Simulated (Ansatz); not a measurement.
A frame of AlN from dynamics at 2740 K, with the forces (eV/Å) computed on a k mesh in the last three columns. Method: DFT PBEsol, scalar-relativistic, plane waves, PAW (Ansatz).

Settings: cutoff 420 eV, Γ-centred mesh 3×4×3 on the computed 18-atom cell, Fermi–Dirac smearing of 0.24 eV; no spin polarisation.

```xyz
18
Lattice="5.994 -0.024 -0.252 -0.024 5.465 0.183 -0.252 0.183 5.995" Properties=species:S:1:pos:R:3:forces:R:3 pbc="T T T"
Al    0.180    4.851    3.753   -1.110   -0.830   -0.620
Al    4.942    1.849    3.765   -0.640   -5.930    0.990
Al    3.879    3.660    4.857   -1.000    2.030    0.190
Al    5.309    2.367    1.151   -1.920   -0.210    0.910
Al    1.930    1.885    5.426    0.010    0.420   -0.420
Al    4.277    5.125    1.379   -1.350   -4.500   -1.930
Al    2.037    2.909    1.778    0.900    1.650    2.210
Al    2.449    0.768    3.198    0.450   -1.960   -0.480
Al    0.948    5.097    0.656   -1.210    0.720    0.560
N     0.675    0.939    4.336    1.410   -0.330    0.780
N     4.425    0.981    2.197    0.640    2.560    0.350
N     4.156    0.771    5.661   -1.570    0.360   -3.390
N     5.252    3.347    3.057    0.890    3.270   -1.240
N     1.461    4.599    2.456    1.500    1.040   -1.300
N     2.896    2.440    3.902   -1.200    0.190    0.010
N     0.953    1.559    0.930    2.560    1.270    0.700
N     3.779    5.397    4.375    0.940    0.790    3.800
N     3.460    3.448    0.714    0.700   -0.550   -1.120
```

Static pressure 3.1 GPa (no kinetic part), a gap on the mesh of 0.75 eV.

Counting as bonded all pairs within 1.2 times the summed covalent radii, but none from a metal cation to another cation:

```csv
atom → neighbour,mean count,mean length (Å),spread (Å)
Al → N,3.56,1.95,0.16
N → Al,3.56,1.95,0.16
```

Angles between all pairs of such bonds at an atom (mean ± spread): 108 ± 29° at Al, 109 ± 24° at N.

An odd mesh misses points on the zone edge, so a gap read on it can be too wide.

Cost: 1 run of about 0.48 core-minutes, on Arm Neoverse V1 (shared hosts).